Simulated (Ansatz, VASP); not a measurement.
TiAl in VASP and in Ansatz

```
CELL_PARAMETERS angstrom
2.83826 0.00000 0.00000
0.00000 2.83826 0.00000
0.00000 0.00000 4.10200
ATOMIC_POSITIONS crystal
Ti 0.50000 0.50000 0.50000
Al 0.00000 0.00000 0.00000
```

Alike in both runs: functional PBE; k mesh 14 × 14 × 10; occupations gaussian, width 0.1 eV; no spin polarisation.

Ansatz relaxed the structure, and its values are those at the end. VASP's run is a single point on that final structure, the one shown.

```csv
,VASP,Ansatz
version,VASP 6.6.1,Ansatz 0.2.0
potentials or method,"VASP PAW PBE potentials, release 64 (Ti_sv, Al)","scalar-relativistic, plane waves, PAW"
plane-wave cutoff (eV),520,420
valence electrons in the cell,15,15
```

```csv
,VASP,Ansatz,Ansatz less VASP
gap on the k mesh at the Fermi level (eV),none,none,-
pressure (GPa),-2.0,-1.9,+0.03
```

A gap of «none» marks a metal or a gap that the smearing closes.
